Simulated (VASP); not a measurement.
A calculation with VASP 6.6.1 of HfB2 (native input, structure from a POSCAR):

The input INCAR:

```
SYSTEM = HfB2
  PREC = Accurate
  ENCUT = 520
  EDIFF = 1E-6
  ISMEAR = 0
  SIGMA = 0.05
  LREAL = .FALSE.
  LASPH = .TRUE.
  NELM = 60
  ALGO = Normal
  ISIF = 2
  LWAVE = .FALSE.
  LCHARG = .FALSE.
  GGA = RP
  NBANDS = 15
```

File KPOINTS:

```
regular mesh
0
G
  10 10 8
  0 0 0
```

POSCAR

```
HfB2
1.0
    3.1400000000      0.0000000000      0.0000000000
   -1.5700000000      2.7193197679      0.0000000000
    0.0000000000      0.0000000000      3.4800000000
Hf B
1 2
Cartesian
    0.0000000000      0.0000000000      0.0000000000
    1.5700000002      0.9064399225      1.7400000000
   -0.0000000002      1.8128798454      1.7400000000
```

Potentials or basis: VASP PAW PBE potentials, release 54 (Hf_pv, B).

Run with:

```console
$ cat potpaw_PBE.54/Hf_pv/POTCAR potpaw_PBE.54/B/POTCAR > POTCAR
$ mpirun -np 1 vasp_std > vasp.out
```

Write the same calculation in another form: ASE script, structure typed inline.

As run:

The input run.py:

```python
from ase import Atoms
from ase.calculators.vasp import Vasp
from ase.dft.bandgap import bandgap

atoms = Atoms(
    ['Hf', 'B', 'B'],
    cell=[[3.14, 0.0, 0.0], [-1.57, 2.7193197679, 0.0], [0.0, 0.0, 3.48]],
    scaled_positions=[[0.0, 0.0, 0.0], [0.6666666667, 0.3333333333, 0.5], [0.3333333333, 0.6666666667, 0.5]],
    pbc=True,
)
calc = Vasp(
    directory='calc',
    xc='rpbe',
    pp='PBE',
    setups='recommended',
    pp_version='54',
    prec='Accurate',
    encut=520,
    ediff=1e-07,
    ismear=0,
    sigma=0.05,
    lreal=False,
    lasph=True,
    nelm=60,
    algo='Normal',
    isif=2,
    lwave=False,
    lcharg=False,
    kpts=[10, 10, 8],
    gamma=True,
    nbands=15,
)
atoms.calc = calc

print('energy (eV):', atoms.get_potential_energy())
print('free energy (eV):', atoms.get_potential_energy(force_consistent=True))
print('forces (eV/A):')
print(atoms.get_forces())
print('stress (eV/A^3, Voigt):', atoms.get_stress())
print('Fermi level (eV):', calc.get_fermi_level())
gap, top, bottom = bandgap(calc)
print('band gap (eV):', gap, 'from (spin, k, band)', top, 'to', bottom)
```

Potentials or basis: VASP PAW PBE potentials, release 54 (Hf_pv, B).

Launch:

```bash
$ python run.py
```

Both were run:

|  | native input, structure from a POSCAR | ASE script, structure typed inline |
| --- | --- | --- |
| Pressure | 5.1 GPa | 5.1 GPa |
| Band gap on the k mesh | none (metal or under the smearing width) | none (metal or under the smearing width) |

Keys that steer only the numerical path or the files written may differ.

Caveat: the PAW data sets were made with another functional, which shifts forces and pressure a little.
